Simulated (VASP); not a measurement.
# CdTe (F-43m) in VASP: settings compared, part 2 of 2

VASP 6.6.1.

### 4 Single point, BLYP

INCAR

```
SYSTEM = CdTe
AGGAC    = 1.0          
AGGAX    = 1.0          
ALDAC    = 0.0          
ALDAX    = 1.0          
ALGO     = Normal         ! electronic algorithm
EDIFF    = 1E-7           ! SCF threshold, eV
ENCUT    = 520            ! plane-wave cutoff, eV
GGA      = B5             ! functional
ISIF     = 2              ! what is computed and relaxed
ISMEAR   = -1             ! smearing method
LASPH    = .True.         ! aspherical terms in the spheres
LCHARG   = .True.         ! write CHGCAR
LELF     = .True.         ! ELF
LREAL    = .False.        ! projectors in reciprocal space
LVHAR    = .True.       
LWAVE    = .False.        ! write WAVECAR
NBANDS   = 16             ! bands
NELM     = 80             ! most SCF steps
PREC     = Accurate       ! precision mode
SIGMA    = 0.05           ! smearing width, eV
```

KPOINTS

```
k-points
0
Gamma
  7 7 7
  0 0 0
```

POSCAR

```
CdTe
1.0
    0.0000000000      3.2471758892      3.2471758892
    3.2471758892      0.0000000000      3.2471758892
    3.2471758892      3.2471758892      0.0000000000
Te Cd
1 1
Direct
    0.7500000000      0.7500000000      0.7500000000
    0.0000000000      0.0000000000      0.0000000000
```

Potentials or basis: VASP PAW PBE potentials, release 64 (Te, Cd).

Started as:

```console
$ cat potpaw_PBE.64/Te/POTCAR potpaw_PBE.64/Cd/POTCAR > POTCAR
$ mpirun -np 1 vasp_std > vasp.out
```

OUTCAR:

```text
SYSTEM = CdTe
   EDIFF = 1E-7
   ENCUT = 520
   GGA = B5
   ISIF = 2
   ISMEAR = -1
   LASPH = .True.
   LREAL = .False.
   NELM = 80
   PREC = Accurate

 ion  position               nearest neighbor table
   1  0.750  0.750  0.750-   2 2.81   2 2.81   2 2.81   2 2.81
   2  0.000  0.000  0.000-   1 2.81   1 2.81   1 2.81   1 2.81

  LATTYP: Found a face centered cubic cell.
 ALAT       =     6.4943517784

  Lattice vectors:

 A1 = (   0.0000000000,   3.2471758892,   3.2471758892)
[... 559 lines left out ...]
------------------------ aborting loop because EDIFF is reached ----------------------------------------

  FORCE on cell =-STRESS in cart. coord.  units (eV):
  Direction    XX          YY          ZZ          XY          YZ          ZX
  --------------------------------------------------------------------------------------
  -------------------------------------------------------------------------------------
  Total        2.1566397      2.1566397      2.1566397      0.0000000      0.0000000     -0.0000000
  in kB       50.4592453     50.4592453     50.4592453      0.0000000      0.0000000     -0.0000000
  external PRESSURE =      50.4592453 kB  Pullay stress =       0.0000000 kB

 VOLUME and BASIS-vectors are now :
 -----------------------------------------------------------------------------
  energy-cutoff  :      520.00
  volume of cell :       68.48
      direct lattice vectors                 reciprocal lattice vectors
     0.000000000  3.247175889  3.247175889    -0.153979956  0.153979956  0.153979956
     3.247175889  0.000000000  3.247175889     0.153979956 -0.153979956  0.153979956
     3.247175889  3.247175889  0.000000000     0.153979956  0.153979956 -0.153979956

 POSITION                                       TOTAL-FORCE (eV/Angst)
 -----------------------------------------------------------------------------------
      4.87076      4.87076      4.87076         0.000000      0.000000      0.000000
      0.00000      0.00000      0.00000        -0.000000     -0.000000     -0.000000
 -----------------------------------------------------------------------------------
    total drift:                               -0.000001     -0.000001     -0.000001

  FREE ENERGIE OF THE ION-ELECTRON SYSTEM (eV)
  ---------------------------------------------------
  free  energy   TOTEN  =        -3.6993110010 eV

  energy  without entropy=       -3.6993020410  energy(sigma->0) =       -3.69930652
```

OSZICAR:

```text
N       E                     dE             d eps       ncg     rms          rms(c)
DAV:   1     0.101919356600E+03    0.10192E+03   -0.84242E+03   648   0.980E+02
DAV:   2    -0.369149182989E+00   -0.10229E+03   -0.96672E+02   800   0.238E+02
DAV:   3    -0.395025591750E+01   -0.35811E+01   -0.35767E+01   792   0.458E+01
DAV:   4    -0.398509948057E+01   -0.34844E-01   -0.34843E-01  1000   0.395E+00
DAV:   5    -0.398518591137E+01   -0.86431E-04   -0.86431E-04   840   0.188E-01    0.516E+00
DAV:   6    -0.371415181724E+01    0.27103E+00   -0.49265E-01   768   0.845E+00    0.431E+00
DAV:   7    -0.369847720665E+01    0.15675E-01   -0.11663E-01   784   0.218E+00    0.181E+00
DAV:   8    -0.369908194940E+01   -0.60474E-03   -0.10190E-02   688   0.115E+00    0.478E-01
DAV:   9    -0.369927130151E+01   -0.18935E-03   -0.88214E-04   744   0.320E-01    0.116E-01
DAV:  10    -0.369929562624E+01   -0.24325E-04   -0.10062E-04   784   0.901E-02    0.696E-02
DAV:  11    -0.369931298816E+01   -0.17362E-04   -0.45364E-05   752   0.465E-02    0.289E-02
DAV:  12    -0.369931114679E+01    0.18414E-05   -0.50461E-06   696   0.166E-02    0.147E-02
DAV:  13    -0.369931104259E+01    0.10420E-06   -0.39816E-07   848   0.323E-03    0.818E-03
DAV:  14    -0.369931100104E+01    0.41546E-07   -0.21124E-07   664   0.267E-03
   1 F= -.36993110E+01 E0= -.36993065E+01  d E =-.896000E-05
```

It took 58 s on 1 thread of AMD EPYC 7R43 (Zen 3), shared host; peak memory 0.18 GiB.

What came out:

* Free energy: -3.6993 eV
* Pressure: 5.0 GPa
* Band gap on the k mesh: 0.69 eV

Caveat: the cell stands under pressure; the PAW data sets were made with another functional, which shifts forces and pressure a little; spin-orbit coupling is left out, which moves the levels of the heavy elements. As with any semilocal functional, this BLYP gap is likely too small.

### 5 Summary

```csv
level,cell,gap on the mesh (eV),pressure (GPa)
PBE+D3(BJ),"a = 4.592 Å, angles 60.0°, 2 atoms",0.75,0.6
PBE+D3(BJ),"a = 4.621 Å, angles 60.0°, 2 atoms",0.69,-0.2
BLYP,"a = 4.592 Å, angles 60.0°, 2 atoms",0.69,5.0
```

Alike in all rows: task single point; potentials or basis VASP PAW PBE potentials, release 64 (Te, Cd); no spin polarisation; k mesh 7 × 7 × 7; cutoff (eV) 520; smearing fermi-dirac 0.05 eV.

Caveats: spin-orbit coupling is left out, which moves the levels of the heavy elements; the cell stands under pressure (at least some runs); the PAW data sets were made with another functional, which shifts forces and pressure a little (at least some runs).

Absolute energies hang on the potentials; compare differences alone.

### 6 How close it comes

Step 2. A measured gap of CdTe is 1.607 eV (0 K; a printed reference work, data compilation); the calculated 0.75 eV misses it by -0.85 eV. Spin-orbit coupling on Cd, Te is left out. The value is that of PBE+D3(BJ), without temperature or zero-point motion. Semilocal functionals fall short of measured gaps as a rule.

Step 3. Against the measured gap of CdTe, 1.607 eV (0 K; a printed reference work, data compilation), the calculated 0.69 eV is off by -0.91 eV. Spin-orbit coupling on Cd, Te is left out. The value is that of PBE+D3(BJ), without temperature or zero-point motion. Semilocal functionals fall short of measured gaps as a rule.
